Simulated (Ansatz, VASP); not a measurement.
**In, level by level in two programs**

```
CELL_PARAMETERS angstrom
-1.62547 1.62547 2.47370
1.62547 -1.62547 2.47370
1.62547 1.62547 -2.47370
ATOMIC_POSITIONS crystal
In 0.00000 0.00000 0.00000
```

Single points on this cell with VASP 6.6.1 and Ansatz 0.2.0. Each row is one pair of runs. Alike in all rows: spin: off; k mesh: 11 × 11 × 11.

```csv
level,smearing,"VASP's potentials, cutoff","Ansatz's potentials, cutoff","gap on the k mesh at the Fermi level (eV), VASP","gap on the k mesh at the Fermi level (eV), Ansatz","pressure (GPa), VASP","pressure (GPa), Ansatz","largest component of the traceless stress (GPa), VASP","largest component of the traceless stress (GPa), Ansatz"
PBEsol,"fermi-dirac, width 0.05 eV","VASP PAW PBE potentials, release 64 (In_d), 520 eV","Ansatz PAW, 420 eV",none,none,-1.0,-0.9,0.28,0.29
LDA,"fermi-dirac, width 0.05 eV","VASP PAW LDA potentials, release 64 (In_d), 520 eV","Ansatz PAW, 420 eV",none,none,-2.5,-2.5,0.09,0.05
PBE,"fermi-dirac, width 0.05 eV","VASP PAW PBE potentials, release 64 (In_d), 520 eV","Ansatz PAW, 420 eV",none,none,2.0,2.0,0.36,0.36
PBE+D3(BJ),"gaussian, width 0.15 eV","VASP PAW PBE potentials, release 64 (In_d), 520 eV","PseudoDojo standard (PBE files), 952 eV",none,none,-0.2,0.1,0.39,0.39
PBE,"gaussian, width 0.027 eV","VASP PAW PBE potentials, release 64 (In_d), 520 eV","Ansatz PAW, 420 eV",none,none,2.0,2.0,0.41,0.41
PBE,"gaussian, width 0.028 eV","VASP PAW PBE potentials, release 64 (In_d), 520 eV","Ansatz PAW, 420 eV",none,none,2.0,2.0,0.41,0.41
r2SCAN,"fermi-dirac, width 0.05 eV","VASP PAW PBE potentials, release 64 (In_d), 520 eV","Ansatz PAW, 500 eV",none,none,0.3,0.2,0.29,0.29
```

Pressure (GPa): the two programs differ by at most 0.24; largest component of the traceless stress (GPa): the two programs differ by at most 0.043.

A gap of «none» marks a metal or a gap that the smearing closes.

Caveats: pairwise dispersion overbinds metals, which lowers pressure and volume (some rows); the PAW data sets were made with another functional, which shifts forces and pressure a little (VASP); three body term missing (VASP); the PAW data sets come from PBE, with cores solved anew for the run's functional, which leaves a small shift of forces and pressure (Ansatz).
